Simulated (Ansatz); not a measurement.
# NiO: a strain scan

This session takes NiO and sets out to see how energy and stress answer to the strain pattern (1, 1, 0, 0, 0, 0).

Program: Ansatz 0.2.0. Level of theory: DFT PBE+U, scalar-relativistic, plane waves, PAW. These are calculated values, not measurements.

## (1) The system as given

The structure is cubic, space group Fm-3m (No. 225). The conventional cell has a = 4.267 Å, b = 4.267 Å, c = 4.267 Å, α = 90.00°, β = 90.00°, γ = 90.00°. Around Ni (site symmetry m-3m) lie 6 O at 2.13 Å. O (site symmetry m-3m) is surrounded by 6 Ni at 2.13 Å.

As a file:

```cif
data_structure
_symmetry_space_group_name_H-M 'P 1'
_symmetry_Int_Tables_number 1
_cell_length_a 3.0175
_cell_length_b 3.0175
_cell_length_c 3.0175
_cell_angle_alpha 60.000
_cell_angle_beta 60.000
_cell_angle_gamma 60.000
_cell_volume 19.43
loop_
_atom_site_label
_atom_site_type_symbol
_atom_site_fract_x
_atom_site_fract_y
_atom_site_fract_z
_atom_site_occupancy
Ni1 Ni 0.00000 0.00000 0.00000 1
O1 O 0.50000 0.50000 0.50000 1
```

It is the result of an earlier relaxation at this level (volume 9.71 Å³/atom; gap on the mesh: 1.94 eV, site moments up to 1.7 μB).

## (2) The reference cell

The reference gives a free energy of -6404.7276 eV, pressure 0.04 GPa, largest force 0.000 eV/Å and gap on the mesh 1.94 eV. It was computed beforehand with the settings of the runs below.

## (3) The scan: a strain scan

The cell is strained by ε times the Voigt pattern (1, 1, 0, 0, 0, 0) (xx, yy, zz, yz, xz, xy; engineering shear), with fractional coordinates fixed (clamped ions). The stress on the pattern is the sum of the stress components weighted by it, tension positive.

## (4) Point ε = -0.1000

File input.yaml:

```yaml
crystal:
  lattice:
    - [0.0, 1.9203421025, 2.1337134472]
    - [1.9203421025, 0.0, 2.1337134472]
    - [1.9203421025, 1.9203421025, 0.0]
  atoms:
    - { symbol: Ni, position: [0.0, 0.0, 0.0], spin: 1.91 }
    - { symbol: O, position: [0.5, 0.5, 0.5], spin: 0.21 }
basis:
  ecutwfc: 420
kpoints:
  mp_grid: { grid: [12, 12, 12] }
hamiltonian:
  xc: pbe
  hubbard: { sites: [{ species: Ni, l: d, u_eff: 6.2 }] }
scf:
  occupations: { method: gaussian, width: 0.05 }
output:
  forces: true
  stress: true
  eigenvalues: true
  populations: true
magnetization:
  spin_polarized: true
```

Launch:

```sh
$ ansatz run input.yaml --threads 1 --pin off --max-ram 2560MiB --backend cpu --events-out ev --progress --plain --runs-dir out
```

Standard output, cut to the lines that bear on the results:

```text
Warning: RAYON_NUM_THREADS=1 ignored (pool sized by the plan → 1); use --threads N
Ni: projections on atomic orbitals take those of the free atom [Ne] 3s2 3p6 3d8 4s2, of charge +0.00 (hamiltonian.pseudopotentials.projection_atoms); the dataset's partial waves leave at most 1.6e-6 of an orbital's norm unspanned inside its sphere
O: projections on atomic orbitals take those of the free atom [He] 2s2 2p4, of charge +0.00 (hamiltonian.pseudopotentials.projection_atoms); the dataset's partial waves leave at most 1.9e-8 of an orbital's norm unspanned inside its sphere
[...]
Pseudopotentials: kind: paw
Pseudopotential: Ni, paw, valence charge 18, recommended cutoff 420 eV (normal), Ni.paw.azcp
Pseudopotential: O, paw, valence charge 6, recommended cutoff 420 eV (normal), O.paw.azcp
Functional definition: PBE
[...]
Crystal: 2 atoms, lattice volume = 15.737 Å³
Basis set: ecut = 420 eV, 299 PW (Γ), exchange–correlation on 40×40×40 points (8 copies of the dense FFT grid, shifted against one another)
Bands: 18, of which v1, the nominal top of the filled ones, is band 12 counted from 1 (11 counted from 0)
Symmetry: 16 space group operations
Space group: I4/mmm (ITA 139), of the structure as read, at distance tolerance 2.5e-5 Å
Magnetic group: BNS 139.531 (UNI 1191), of the structure as read, at distance tolerance 2.5e-5 Å
k-points: 163 of 1728
[...]
Starting moments: Σ|m| = 2.12 μB on 2 of 2 sites
[...]
SCF converged after 20 iterations
an eigenvalue changed by more than its tolerance at an iteration that met the thresholds in force, so the SCF went on 1 time: the last check found none over its tolerance
Magnetization: 2.0000 μB (13.0000 up, 11.0000 down)
Absolute magnetization: 2.0050 μB (∫|ρ↑−ρ↓|, with the PAW one-centre terms)
Spin contamination: 0.0016 ħ² per cell (⟨S²⟩ above its minimum at these occupations)
Per-site moments (μB) at R_I (Å): [(1.6593111897205939, 0.79214111728125), (0.2307073217033597, 0.79214111728125)]
Free energy (F): -6403.939577 eV
[...]
E sigma→0 (E₀):  -6403.939577 eV
Fermi energy:    18.064499 eV
[...]
--- Forces (eV/Å), atoms counted from 1 ---
  atom   1  Ni    -0.00000000     0.00000000    -0.00000000
  atom   2  O      0.00000000     0.00000000    -0.00000000
[...]
--- Stress (GPa, compression-positive) ---
       87.841051       0.000000       0.000000
        0.000000      87.841051       0.000000
        0.000000       0.000000      29.153709
  P = ⅓ Tr σ = 68.2786 GPa (682.786 kbar)
--- Band table (eV; the first three rows and the last of 326) ---
  k-point 0 ↑: bands = ["-87.5582", "-48.0089", "-47.8795", "-47.8795", "-3.8103", "10.2789", "10.7100", "10.8256", "11.2498", "11.2498", "14.5044", "14.5044", "14.7659", "20.4025", "36.0645", "37.6637", "37.7754", "37.7754"]
[...]
Occupation matrices written to <dir>
--- Löwdin populations: 2 sites ---
  site symbol       q [e]    m [muB]
     0     Ni     16.8049     1.6740
     1      O      7.0795     0.3205
  spilling = 0.004816 (of n_electrons = 24.000000)
```

It took 26 s on 1 thread of Arm Neoverse V2, shared host; peak memory 0.69 GiB.

Per atom:

```
atom  moment in the atom's sphere (μB)  Löwdin electrons
 Ni1                              1.66             16.80
  O2                              0.23              7.08
```

## (5) Point ε = 0.0750

input.yaml: that of step 4 with these lines changed.

```diff
@@ -2,5 +2,5 @@
   lattice:
-    - [0.0, 1.9203421025, 2.1337134472]
-    - [1.9203421025, 0.0, 2.1337134472]
-    - [1.9203421025, 1.9203421025, 0.0]
+    - [0.0, 2.2937419557, 2.1337134472]
+    - [2.2937419557, 0.0, 2.1337134472]
+    - [2.2937419557, 2.2937419557, 0.0]
   atoms:
```

Launch:

```sh
$ ansatz run input.yaml --threads 1 --pin off --max-ram 2560MiB --backend cpu --events-out ev --progress --plain --runs-dir out
```

Standard output, cut to the lines that bear on the results:

```text
Warning: RAYON_NUM_THREADS=1 ignored (pool sized by the plan → 1); use --threads N
Ni: projections on atomic orbitals take those of the free atom [Ne] 3s2 3p6 3d8 4s2, of charge +0.00 (hamiltonian.pseudopotentials.projection_atoms); the dataset's partial waves leave at most 1.6e-6 of an orbital's norm unspanned inside its sphere
O: projections on atomic orbitals take those of the free atom [He] 2s2 2p4, of charge +0.00 (hamiltonian.pseudopotentials.projection_atoms); the dataset's partial waves leave at most 1.9e-8 of an orbital's norm unspanned inside its sphere
[...]
Pseudopotentials: kind: paw
Pseudopotential: Ni, paw, valence charge 18, recommended cutoff 420 eV (normal), Ni.paw.azcp
Pseudopotential: O, paw, valence charge 6, recommended cutoff 420 eV (normal), O.paw.azcp
Functional definition: PBE
[...]
Crystal: 2 atoms, lattice volume = 22.452 Å³
[...]
Free energy (F): -6404.507252 eV
[...]
E sigma→0 (E₀):  -6404.507252 eV
Fermi energy:    10.505394 eV
[...]
--- Forces (eV/Å), atoms counted from 1 ---
  atom   1  Ni    -0.00000000     0.00000000     0.00000000
  atom   2  O      0.00000000     0.00000000    -0.00000000
[...]
--- Stress (GPa, compression-positive) ---
      -19.490490       0.000000       0.000000
        0.000000     -19.490490       0.000000
        0.000000       0.000000     -13.935541
  P = ⅓ Tr σ = -17.6388 GPa (-176.388 kbar)
--- Band table (eV; the first three rows and the last of 326) ---
  k-point 0 ↑: bands = ["-94.8538", "-55.2330", "-55.2330", "-55.1448", "-7.6849", "3.3502", "3.5386", "4.2859", "4.2859", "4.3820", "8.5949", "8.8987", "8.8987", "11.0706", "27.5667", "27.6885", "27.6885", "27.9027"]
[...]
Occupation matrices written to <dir>
--- Löwdin populations: 2 sites ---
  site symbol       q [e]    m [muB]
     0     Ni     16.7713     1.7804
     1      O      7.0951     0.2144
  spilling = 0.005565 (of n_electrons = 24.000000)
```

Wall time 40 s (1 thread of Arm Neoverse V2, shared host); peak memory 0.79 GiB.

## (6) Point ε = -0.0500

input.yaml: that of step 5 with these lines changed.

```diff
@@ -2,5 +2,5 @@
   lattice:
-    - [0.0, 2.2937419557, 2.1337134472]
-    - [2.2937419557, 0.0, 2.1337134472]
-    - [2.2937419557, 2.2937419557, 0.0]
+    - [0.0, 2.0270277748, 2.1337134472]
+    - [2.0270277748, 0.0, 2.1337134472]
+    - [2.0270277748, 2.0270277748, 0.0]
   atoms:
```

Launch:

```sh
$ ansatz run input.yaml --threads 1 --pin off --max-ram 2560MiB --backend cpu --events-out ev --progress --plain --runs-dir out
```

Standard output, cut to the lines that bear on the results:

```text
[...]
SCF converged after 17 iterations
Magnetization: 2.0000 μB (13.0000 up, 11.0000 down)
Absolute magnetization: 2.0061 μB (∫|ρ↑−ρ↓|, with the PAW one-centre terms)
Spin contamination: 0.0015 ħ² per cell (⟨S²⟩ above its minimum at these occupations)
Per-site moments (μB) at R_I (Å): [(1.7028629741913586, 0.836148957105), (0.2098119755108876, 0.836148957105)]
Free energy (F): -6404.567894 eV
[...]
E sigma→0 (E₀):  -6404.567894 eV
Fermi energy:    15.647445 eV
[...]
--- Forces (eV/Å), atoms counted from 1 ---
  atom   1  Ni    -0.00000000     0.00000000     0.00000000
  atom   2  O      0.00000000    -0.00000000    -0.00000000
[...]
--- Stress (GPa, compression-positive) ---
       30.535390       0.000000      -0.000000
        0.000000      30.535390      -0.000000
       -0.000000      -0.000000      12.828964
  P = ⅓ Tr σ = 24.6332 GPa (246.332 kbar)
--- Band table (eV; the first three rows and the last of 326) ---
  k-point 0 ↑: bands = ["-90.0081", "-50.4098", "-50.3457", "-50.3457", "-5.0718", "8.0600", "8.2377", "8.7444", "8.8991", "8.8991", "12.5764", "12.5764", "12.7450", "17.0968", "33.1591", "34.2248", "34.3183", "34.3183"]
[...]
Occupation matrices written to <dir>
--- Löwdin populations: 2 sites ---
  site symbol       q [e]    m [muB]
     0     Ni     16.7875     1.7141
     1      O      7.0923     0.2807
  spilling = 0.005008 (of n_electrons = 24.000000)
```

It took 25 s on 1 thread of Arm Neoverse V2, shared host; peak memory 0.73 GiB.

## (7) At ε = 0.0250

input.yaml: that of step 6 with these lines changed.

```diff
@@ -2,5 +2,5 @@
   lattice:
-    - [0.0, 2.0270277748, 2.1337134472]
-    - [2.0270277748, 0.0, 2.1337134472]
-    - [2.0270277748, 2.0270277748, 0.0]
+    - [0.0, 2.1870562834, 2.1337134472]
+    - [2.1870562834, 0.0, 2.1337134472]
+    - [2.1870562834, 2.1870562834, 0.0]
   atoms:
```

Launch:

```sh
$ ansatz run input.yaml --threads 1 --pin off --max-ram 2560MiB --backend cpu --events-out ev --progress --plain --runs-dir out
```

Standard output, cut to the lines that bear on the results:

```text
Warning: RAYON_NUM_THREADS=1 ignored (pool sized by the plan → 1); use --threads N
Ni: projections on atomic orbitals take those of the free atom [Ne] 3s2 3p6 3d8 4s2, of charge +0.00 (hamiltonian.pseudopotentials.projection_atoms); the dataset's partial waves leave at most 1.6e-6 of an orbital's norm unspanned inside its sphere
O: projections on atomic orbitals take those of the free atom [He] 2s2 2p4, of charge +0.00 (hamiltonian.pseudopotentials.projection_atoms); the dataset's partial waves leave at most 1.9e-8 of an orbital's norm unspanned inside its sphere
[...]
Pseudopotentials: kind: paw
Pseudopotential: Ni, paw, valence charge 18, recommended cutoff 420 eV (normal), Ni.paw.azcp
Pseudopotential: O, paw, valence charge 6, recommended cutoff 420 eV (normal), O.paw.azcp
Functional definition: PBE
[...]
Crystal: 2 atoms, lattice volume = 20.412 Å³
[...]
Free energy (F): -6404.698185 eV
[...]
E sigma→0 (E₀):  -6404.698185 eV
Fermi energy:    12.344062 eV
[...]
--- Forces (eV/Å), atoms counted from 1 ---
  atom   1  Ni     0.00000000     0.00000000     0.00000000
  atom   2  O      0.00000000    -0.00000000    -0.00000000
[...]
--- Stress (GPa, compression-positive) ---
       -9.030307       0.000000      -0.000000
        0.000000      -9.030307      -0.000000
       -0.000000      -0.000000      -5.244561
  P = ⅓ Tr σ = -7.7684 GPa (-77.684 kbar)
--- Band table (eV; the first three rows and the last of 326) ---
  k-point 0 ↑: bands = ["-93.1060", "-53.4688", "-53.4688", "-53.4382", "-6.7156", "5.1131", "5.1836", "5.9461", "5.9461", "5.9927", "10.1137", "10.2109", "10.2109", "13.1585", "29.5609", "30.0477", "30.0477", "30.1123"]
[...]
Occupation matrices written to <dir>
--- Löwdin populations: 2 sites ---
  site symbol       q [e]    m [muB]
     0     Ni     16.7744     1.7583
     1      O      7.0974     0.2365
  spilling = 0.005340 (of n_electrons = 24.000000)
```

Wall time 21 s (1 thread of Arm Neoverse V2, shared host); peak memory 0.54 GiB.

## (8) At ε = 0.1000

input.yaml: that of step 7 with these lines changed.

```diff
@@ -2,5 +2,5 @@
   lattice:
-    - [0.0, 2.1870562834, 2.1337134472]
-    - [2.1870562834, 0.0, 2.1337134472]
-    - [2.1870562834, 2.1870562834, 0.0]
+    - [0.0, 2.3470847919, 2.1337134472]
+    - [2.3470847919, 0.0, 2.1337134472]
+    - [2.3470847919, 2.3470847919, 0.0]
   atoms:
```

Launch:

```sh
$ ansatz run input.yaml --threads 1 --pin off --max-ram 2560MiB --backend cpu --events-out ev --progress --plain --runs-dir out
```

Standard output, cut to the lines that bear on the results:

```text
[...]
SCF converged after 16 iterations
Magnetization: 2.0000 μB (13.0000 up, 11.0000 down)
Absolute magnetization: 2.0074 μB (∫|ρ↑−ρ↓|, with the PAW one-centre terms)
Spin contamination: 0.0019 ħ² per cell (⟨S²⟩ above its minimum at these occupations)
Per-site moments (μB) at R_I (Å): [(1.7490485884374831, 0.8801567969699999), (0.16124583529085218, 0.8801567969699999)]
Free energy (F): -6404.369272 eV
[...]
E sigma→0 (E₀):  -6404.369272 eV
Fermi energy:    9.691271 eV
[...]
--- Forces (eV/Å), atoms counted from 1 ---
  atom   1  Ni    -0.00000000     0.00000000    -0.00000000
  atom   2  O      0.00000000     0.00000000     0.00000000
[...]
--- Stress (GPa, compression-positive) ---
      -22.130984       0.000000       0.000000
        0.000000     -22.130984       0.000000
        0.000000       0.000000     -17.472648
  P = ⅓ Tr σ = -20.5782 GPa (-205.782 kbar)
--- Band table (eV; the first three rows and the last of 326) ---
  k-point 0 ↑: bands = ["-95.6467", "-56.0338", "-56.0338", "-55.9188", "-8.1380", "2.5502", "2.7899", "3.5333", "3.5333", "3.6380", "7.8993", "8.3045", "8.3045", "10.1572", "26.6302", "26.6302", "26.6698", "26.8145"]
[...]
Occupation matrices written to <dir>
--- Löwdin populations: 2 sites ---
  site symbol       q [e]    m [muB]
     0     Ni     16.7708     1.7899
     1      O      7.0930     0.2049
  spilling = 0.005673 (of n_electrons = 24.000000)
```

It took 41 s on 1 thread of Arm Neoverse V2, shared host; peak memory 0.76 GiB.

## (9) Results of the scan

Collected from the runs (energy zero: the undisturbed cell):

```
      ε  ΔE (meV/atom)  stress on the pattern (GPa)  pressure (GPa)  gap on the mesh (eV)  moment (μB/cell)
-0.1000          394.0                      -175.68            68.3                  0.66              2.00
-0.0500           79.8                       -61.07            24.6                  1.71              2.00
 0.0000            0.0                        -0.07             0.0                  1.94              2.00
 0.0250           14.7                        18.06            -7.8                  1.63              2.00
 0.0750          110.2                        38.98           -17.6                  1.13              2.00
 0.1000          179.1                        44.26           -20.6                  0.94              2.00
```

## (10) Results

| quantity | value |
| --- | --- |
| slope of the stress at ε = 0, from the points at -0.0500, 0 and 0.0250 | 890 GPa |

**Reading.** From the stress slope, C11 + C22 + 2 C12 is about 890 GPa with the ions clamped; letting the atoms relax could not make it stiffer. The step is wide, so higher orders mix in. No sampled point lies below the undisturbed cell. Compression costs more than tension: 394.0 against 179.1 meV/atom at the ends. The gap on the mesh stays between 0.66 and 1.94 eV. Other magnetic orders or occupations could lie lower; they were not searched in full.
